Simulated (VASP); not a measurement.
LiBr in VASP 6.6.1, single-point calculation

INCAR

```
ENCUT = 520
LWAVE = .FALSE.
NELM = 82
ALGO = Normal
LREAL = .FALSE.
ISIF = 2
IBRION = -1
LCHARG = .FALSE.
NSW = 0
SIGMA = 0.01
ISMEAR = 0
METAGGA = R2SCAN
EDIFF = 1E-7
PREC = Accurate
LASPH = .TRUE.
NBANDS = 12
```

KPOINTS

```
KPOINTS created by Atomic Simulation Environment
0
Gamma
8 8 8
0 0 0
```

POSCAR

```
Li Br
 1.0000000000000000
     0.0000000000000000    2.7395650467557617    2.7395650467557617
     2.7395650467557617   -0.0000000000000000    2.7395650467557617
     2.7395650467557617    2.7395650467557617    0.0000000000000000
 Li  Br
   1   1
Cartesian
 -0.0000000000000000  0.0000000000000000  0.0000000000000000
  2.7395650467557613  2.7395650467557613  2.7395650467557613
```

The recommended PBE PAW datasets give the neutral cell 10 valence electrons.

Command

```
mpirun -np 1 vasp_std
```

Problem. How does this run end, and what does it give?

Solution. It converged. Results: gap between bands v and c on the k mesh 5.93 eV; least direct gap on the k mesh 5.93 eV; pressure -0.3 GPa. Band v is the last that the valence electrons fill when counted band by band, and c is the next.

OSZICAR

```
N       E                     dE             d eps       ncg     rms          rms(c)
DAV:   1     0.280885308069E+02    0.28089E+02   -0.40759E+03   696   0.781E+02
DAV:   2    -0.180296899254E+02   -0.46118E+02   -0.44049E+02   856   0.138E+02
DAV:   3    -0.207275425314E+02   -0.26979E+01   -0.26897E+01   948   0.350E+01
DAV:   4    -0.207962980615E+02   -0.68756E-01   -0.68734E-01   956   0.542E+00
DAV:   5    -0.207966664563E+02   -0.36839E-03   -0.36839E-03   892   0.414E-01    0.177E+00
DAV:   6    -0.191564869620E+02    0.16402E+01   -0.39013E-01   924   0.435E+00    0.147E+00
DAV:   7    -0.191562353765E+02    0.25159E-03   -0.17494E-01   724   0.247E+00    0.405E-01
DAV:   8    -0.191529696891E+02    0.32657E-02   -0.42878E-02   736   0.111E+00    0.432E-01
DAV:   9    -0.191517269997E+02    0.12427E-02   -0.40157E-03   804   0.504E-01    0.414E-02
DAV:  10    -0.191514874285E+02    0.23957E-03   -0.65797E-04   896   0.186E-01    0.427E-02
DAV:  11    -0.191518842190E+02   -0.39679E-03   -0.15917E-04   828   0.102E-01    0.316E-02
DAV:  12    -0.191517326500E+02    0.15157E-03   -0.30963E-05   764   0.406E-02    0.466E-03
DAV:  13    -0.191517287793E+02    0.38707E-05   -0.44143E-07   928   0.570E-03    0.307E-03
DAV:  14    -0.191517509985E+02   -0.22219E-04   -0.31739E-07   784   0.464E-03    0.151E-03
DAV:  15    -0.191517524881E+02   -0.14896E-05   -0.39115E-09   492   0.623E-04    0.651E-04
DAV:  16    -0.191517531022E+02   -0.61413E-06   -0.36029E-09   456   0.389E-04    0.377E-05
DAV:  17    -0.191517534965E+02   -0.39430E-06   -0.25030E-10   416   0.134E-04    0.429E-05
DAV:  18    -0.191517533330E+02    0.16353E-06   -0.56251E-11   420   0.740E-05    0.149E-05
DAV:  19    -0.191517532940E+02    0.38943E-07   -0.23724E-12   420   0.223E-05
   1 F= -.19151753E+02 E0= -.19151753E+02  d E =-.411210-143
```

For comparison, a separate r²SCAN run of the intended cell, on usual settings and not on those above, gives a gap of 5.93 eV on its mesh and a pressure of -0.3 GPa.
